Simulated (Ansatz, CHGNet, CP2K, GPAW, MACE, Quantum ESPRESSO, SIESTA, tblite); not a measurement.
# Running twisted 2H-MoTe2/1T-TiSe2 bilayer, 21.79° (42 atoms) with SIESTA, part 2 of 2

Wanted: SIESTA inputs and outputs for twisted 2H-MoTe2/1T-TiSe2 bilayer, 21.79° (42 atoms), checked against a plane-wave reference.

Program: SIESTA 5.4.2; the method stands at each step. Banners, paths, timers and routine set-up lines are dropped from the logs unmarked, and long logs keep their key lines alone; longer cuts are marked. The potentials were converted by us to PSML.

So far. Step 3 (PBE, SZ, shift 0.01 Ry, mesh 500 Ry): Against the first run (28 %), the force difference from the reference is 79 %, at 0.44 times the CPU time, with 392 basis functions against 770: the smaller basis costs accuracy. Step 4 (PBE, DZP, shift 0.02 Ry, mesh 500 Ry): Against the first run (28 %), the force difference from the reference is 23 %, at 0.72 times the CPU time: tighter orbitals come nearer here, likely by a cancellation of errors.

### 5. LDA, DZP, shift 0.01 Ry, mesh 500 Ry

Method: Kohn-Sham DFT, LDA, PseudoDojo 0.4.1 norm-conserving pseudopotentials (converted to PSML), numerical atomic orbitals (DZP), diagonalisation.

The pseudopotential files are exchanged too: the .psml files are now those for LDA.

File input.fdf:

```
SystemLabel cell
NumberOfAtoms 42
NumberOfSpecies 4
%block ChemicalSpeciesLabel
  1 42 Mo
  2 52 Te
  3 22 Ti
  4 34 Se
%endblock ChemicalSpeciesLabel
LatticeConstant 1.0 Ang
%block LatticeVectors
  9.33950 0.00000 0.00000
  -4.66975 8.08824 0.00000
  0.00000 0.00000 26.04000
%endblock LatticeVectors
PAO.BasisSize DZP
PAO.EnergyShift 0.01 Ry
XC.Functional LDA
XC.Authors PW92
MeshCutoff 500 Ry
%block kgrid_Monkhorst_Pack
  1 0 0 0.0
  0 1 0 0.0
  0 0 1 0.0
%endblock kgrid_Monkhorst_Pack
SolutionMethod diagon
OccupationFunction FD
ElectronicTemperature 580 K
SCF.Mixer.Method Pulay
SCF.Mixer.Weight 0.05
SCF.Mixer.History 8
SCF.Mix Hamiltonian
MaxSCFIterations 300
SCF.DM.Tolerance 1e-04
SCF.H.Tolerance 1.0e-3 eV
WriteForces T
Write.HirshfeldPop T
Write.VoronoiPop T
Write.DM F
Write.H F
XML.Write F
AtomicCoordinatesFormat Fractional
%block AtomicCoordinatesAndAtomicSpecies
[... 42 atom lines left out: the same atoms as in the first run ...]
%endblock AtomicCoordinatesAndAtomicSpecies
```

Launch:

```
$ OMP_NUM_THREADS=1 siesta < input.fdf > output.txt
```

The log of the run:

```text
Version         : 5.4.2
reinit: System Name:
reinit: System Label: cell
initatom: Reading input for the pseudopotentials and atomic orbitals ----------
Species number:   1 Atomic number:   42 Label: Mo
Species number:   2 Atomic number:   52 Label: Te
Species number:   3 Atomic number:   22 Label: Ti
Species number:   4 Atomic number:   34 Label: Se
Ground state valence configuration (from tables):   5s01  5p00  4d05  4f00
Ground state valence configuration (from tables):   5s02  5p04  5d00  4f00
Ground state valence configuration (from tables):   4s02  4p00  3d02  4f00
Ground state valence configuration (from tables):   4s02  4p04  4d00  4f00
---- Processing specs for species: Mo
LDA--PW92 XC_LDA_X--XC_LDA_C_PW pw
Semicore shell(s) with  8 electrons included in the valence for Mo
[... lines left out ...]
stepf: Fermi-Dirac step function
        iscf     Eharris(eV)        E_KS(eV)     FreeEng(eV)     dDmax    Ef(eV) dHmax(eV)
[... lines left out ...]
SCF Convergence by DM+H criterion
[... lines left out ...]
SCF cycle converged after 26 iterations
[... lines left out ...]
   Max    1.368526
[... lines left out ...]
   Max    1.368526    constrained
Stress tensor Voigt[x,y,z,yz,xz,xy] (kbar):       17.71       19.23        2.20       -2.89        0.26        0.22
[... lines left out ...]
siesta: FreeEng =   -110712.155282
[... lines left out ...]
siesta:         Total = -110711.862719
siesta:         Fermi =      -4.290690
siesta: Stress tensor (static) (eV/Ang**3):
siesta:     0.011051    0.000137    0.000161
siesta:     0.000137    0.012002   -0.001803
siesta:     0.000161   -0.001803    0.001372
siesta: Cell volume =       1967.064659 Ang**3
siesta: Pressure (static):
siesta:                Solid            Molecule  Units
siesta:          -0.00008868         -0.00008082  Ry/Bohr**3
siesta:          -0.00814184         -0.00742055  eV/Ang**3
siesta:         -13.04466166        -11.88903034  kBar
    Orbital volume contribution        =          29.756518 eV
    (Free)E + p_basis*V_orbitals       =     -110682.398764 eV
    (Free)Eharris+ p_basis*V_orbitals  =     -110682.398762 eV
siesta: Electric dipole (a.u.)  =    0.000000    0.000000   -0.609680
siesta: Electric dipole (Debye) =    0.000000    0.000000   -1.549652
Hirshfeld Atomic Populations:
Atom #   charge [q] valence [e]  Species
     1     0.132082   13.867918  Mo
     2    -0.045132   16.045132  Te
     3    -0.065525   16.065525  Te
     4     0.131424   13.868576  Mo
     5    -0.051019   16.051019  Te
[...]
7     0.131214   13.868786  Mo
[...]
22     0.088092   11.911908  Ti
    23    -0.043872   16.043872  Se
    24    -0.062369   16.062369  Se
    25     0.086749   11.913251  Ti
    26    -0.045630   16.045630  Se
[...]
28     0.082865   11.917135  Ti
[...]
--------------------
 Total    -0.000024
Voronoi Atomic Populations:
Atom #   charge [q] valence [e]  Species
[...]
16     0.073542   13.926458  Mo
[...]
19     0.080219   13.919781  Mo
    20    -0.023800   16.023800  Te
    21    -0.039234   16.039234  Te
[...]
37     0.103310   11.896690  Ti
[...]
40     0.108617   11.891383  Ti
    41    -0.063300   16.063300  Se
    42    -0.067083   16.067083  Se
--------------------
 Total    -0.000023
```

Wall time 5.3 min (1 thread of Arm Neoverse V2, shared host); peak memory 1.7 GiB.

Against the reference:

```yaml
r_m_s_force_component: 0.446 eV/Å
r_m_s_difference_of_force_components: 138.5 meV/Å
longest_difference_of_force_vectors: 415.9 meV/Å
force_difference_over_r_m_s_force: 30.14 %
slope_of_forces_against_the_reference_s: 0.9257
correlation_of_force_components: 0.9536
```

Against the first run (28 %), the force difference from the reference is 30 %, at 0.89 times the CPU time; the model has changed, so this is no error of the program alone.

### 6. PBE, TZP, shift 0.01 Ry, mesh 500 Ry

Method: Kohn-Sham DFT, PBE, PseudoDojo 0.4.1 norm-conserving pseudopotentials (converted to PSML), numerical atomic orbitals (TZP), diagonalisation.

The pseudopotential files are exchanged too: the .psml files are now those for PBE.

input.fdf: that of step 5 with these lines changed.

```diff
@@ -15,6 +15,6 @@
 %endblock LatticeVectors
-PAO.BasisSize DZP
+PAO.BasisSize TZP
 PAO.EnergyShift 0.01 Ry
-XC.Functional LDA
-XC.Authors PW92
+XC.Functional GGA
+XC.Authors PBE
 MeshCutoff 500 Ry
```

Launch:

```
$ OMP_NUM_THREADS=1 mpirun -np 2 siesta < input.fdf > output.txt
```

The log of the run:

```text
Version         : 5.4.2
reinit: System Name:
reinit: System Label: cell
initatom: Reading input for the pseudopotentials and atomic orbitals ----------
Species number:   1 Atomic number:   42 Label: Mo
Species number:   2 Atomic number:   52 Label: Te
Species number:   3 Atomic number:   22 Label: Ti
Species number:   4 Atomic number:   34 Label: Se
[... lines left out ...]
SCF Convergence by DM+H criterion
[... lines left out ...]
SCF cycle converged after 24 iterations
[... lines left out ...]
   Max    1.925039
[... lines left out ...]
   Max    1.925039    constrained
Stress tensor Voigt[x,y,z,yz,xz,xy] (kbar):       -9.17       -7.31      -22.03       -2.90        0.21        0.39
[... lines left out ...]
siesta: FreeEng =   -110806.991888
[... lines left out ...]
siesta:         Fermi =      -4.054503
[... lines left out ...]
siesta:          12.83706614          5.99729552  kBar
[... lines left out ...]
     3    -0.067512   16.067512  Te
     4     0.135705   13.864295  Mo
     5    -0.052706   16.052706  Te
[...]
7     0.135450   13.864550  Mo
[...]
22     0.101946   11.898054  Ti
    23    -0.050197   16.050197  Se
    24    -0.070351   16.070351  Se
    25     0.100446   11.899554  Ti
    26    -0.052007   16.052007  Se
[...]
28     0.095952   11.904048  Ti
[...]
--------------------
 Total    -0.000030
Voronoi Atomic Populations:
Atom #   charge [q] valence [e]  Species
[...]
16     0.072235   13.927765  Mo
[...]
19     0.078298   13.921702  Mo
    20    -0.023959   16.023959  Te
    21    -0.038292   16.038292  Te
[...]
37     0.115014   11.884986  Ti
[...]
40     0.120384   11.879616  Ti
    41    -0.069363   16.069363  Se
    42    -0.072160   16.072160  Se
--------------------
 Total    -0.000030
```

It took 4 min on 2 MPI ranks; peak memory 2.3 GiB.

Numbers from this run, and their distance from the reference:

```
r.m.s. force component                  : 0.5152 eV/Å
r.m.s. difference of force components   : 98.5 meV/Å
longest difference of force vectors     : 288.1 meV/Å
force difference over r.m.s. force      : 21.44 %
slope of forces against the reference's : 1.106
correlation of force components         : 0.9861
```

Against the first run (28 %), the force difference from the reference is 21 %, at 1.3 times the CPU time (on 2 against 1 cores), with 966 basis functions against 770: the larger basis brings the forces nearer.

### 7. All runs compared

Differences are against the plane-wave reference, forces as r.m.s. over components; share is that over the reference's r.m.s. force, slope the least-squares factor from reference forces to these. Total energies of different programs have different zeros and aren't compared.

| run | Δ force, r.m.s. (meV/Å) | share (%) | slope | cores | CPU time | memory (GiB) |
| --- | --- | --- | --- | --- | --- | --- |
| reference | - | - | - | 4 | 34 min | 3.6 |
| SIESTA PBE, DZP, shift 0.01 Ry, mesh 500 Ry | 131 | 28.5 | 1.161 | 1 | 5.9 min | 1.7 |
| SIESTA PBE, SZ, shift 0.01 Ry, mesh 500 Ry (coarse) | 363 | 78.9 | 1.336 | 1 | 2.6 min | 1.1 |
| SIESTA PBE, DZP, shift 0.02 Ry, mesh 500 Ry | 105 | 22.9 | 1.097 | 1 | 4.3 min | 1.5 |
| SIESTA LDA, DZP, shift 0.01 Ry, mesh 500 Ry | 138 | 30.1 | 0.926 | 1 | 5.3 min | 1.7 |
| SIESTA PBE, TZP, shift 0.01 Ry, mesh 500 Ry | 98.5 | 21.4 | 1.106 | 2 | 8 min | 2.3 |

Rows marked coarse were listed beforehand as settings not expected to be converged; some can still land near the reference.

CPU time is summed over cores on a shared host, where runs went side by side, so it is rough. Symmetry, cutoffs, thresholds, outputs and thread counts weren't matched or tuned between programs; memory under MPI is the largest rank's times the ranks.

Mean charges by element (e), by run and scheme:

| run | scheme | Mo | Te | Ti | Se |
| --- | --- | --- | --- | --- | --- |
| SIESTA PBE, DZP, shift 0.01 Ry, mesh 500 Ry | Hirshfeld | +0.13 | -0.06 | +0.10 | -0.06 |
| SIESTA PBE, DZP, shift 0.02 Ry, mesh 500 Ry | Hirshfeld | +0.16 | -0.07 | +0.07 | -0.04 |
| SIESTA LDA, DZP, shift 0.01 Ry, mesh 500 Ry | Hirshfeld | +0.13 | -0.06 | +0.09 | -0.05 |
| SIESTA PBE, TZP, shift 0.01 Ry, mesh 500 Ry | Hirshfeld | +0.14 | -0.06 | +0.10 | -0.06 |

### 8. Outcome

| Quantity | Value |
| --- | --- |
| nearest in forces | SIESTA PBE, TZP, shift 0.01 Ry, mesh 500 Ry, 21 % |
| its CPU time | 8 min |

In words: The PBE runs in local orbitals, coarse settings apart, differ by 21 % (SIESTA PBE, TZP, shift 0.01 Ry, mesh 500 Ry) to 28 % (SIESTA PBE, DZP, shift 0.01 Ry, mesh 500 Ry); basis, grid and potentials can all enter. Rows with another functional or a dispersion term differ by 30 % (SIESTA LDA, DZP, shift 0.01 Ry, mesh 500 Ry), which mixes the change of model with differences of basis and potentials. Runs with settings chosen to be coarse differ by 79 % (SIESTA PBE, SZ, shift 0.01 Ry, mesh 500 Ry), their programs' other errors included. Of the electronic-structure runs that take under half the reference's CPU time, SIESTA PBE, TZP, shift 0.01 Ry, mesh 500 Ry comes nearest, at 21 % in 8 min against 34 min. SIESTA PBE, DZP, shift 0.01 Ry, mesh 500 Ry stiffens the forces by a factor of 1.16 while following their directions (correlation 0.980). The mean charges agree among these rows within 0.04 e. The potentials hold different valence shells: 350 electrons in the reference, 630 in SIESTA; this bears on time and differences. The reference's PBE has no dispersion term, which matters for the binding between molecules or layers. The runs have no spin polarisation, so any moments at edges, vacancies or dangling bonds can't form. The electronic-structure runs sample only Γ, in a cell whose shortest periodic width is 8 Å, which is coarse for a cell with partly filled levels. Spin–orbit coupling is left out, which matters for the levels of the heavy elements.

[Also dropped from logs without a mark: logging warnings of Python, and SIESTA's first energy breakdown and zero terms.]

[Logs are printed without paths, hosts, clocks, repeated set-up lines and the standing remarks that a program may print on its own settings, such as how far it seeks lower states.]

[Hosts, paths, dates, database ids (printed as entryN), source tags and the programs' standing remarks are cut or masked in the printed files.]
